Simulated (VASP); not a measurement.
Hg, 1 atom in the cell. It takes space group I4/mmm (No. 139, tetragonal). Conventional cell: a = 3.753 Å, b = 3.753 Å, c = 3.834 Å, α = 90.00°, β = 90.00°, γ = 90.00°. Hg (site symmetry 4/mmm) is surrounded by 12 Hg at 3.27 to 3.75 Å. 

```yaml
Program: VASP 6.6.1
Task: single point
Functional: PBE
Potentials_or_basis: VASP PAW PBE potentials, release 64 (Hg)
Cutoff: 500 eV
k_mesh: 10 × 10 × 10
Occupations: gaussian, width 0.05 eV
Spin: no spin polarisation
Further_INCAR_settings: ALGO = Fast; EDIFF = 1.00e-06; NBANDS = 12
```

Potentials or basis: VASP PAW PBE potentials, release 64 (Hg).

Launch:

```console
$ python run.py
```

Hardware: 1 thread of AMD EPYC 9R45 96-Core Processor (Zen 5), with other jobs on the host.

**Question.** Estimate the wall time of this run.

**Answer.** Wall time 12 s on 1 thread of AMD EPYC 9R45 96-Core Processor (Zen 5), with other jobs on the host, peak memory 0.12 GiB. Counts: scf iterations 11, k points 102.
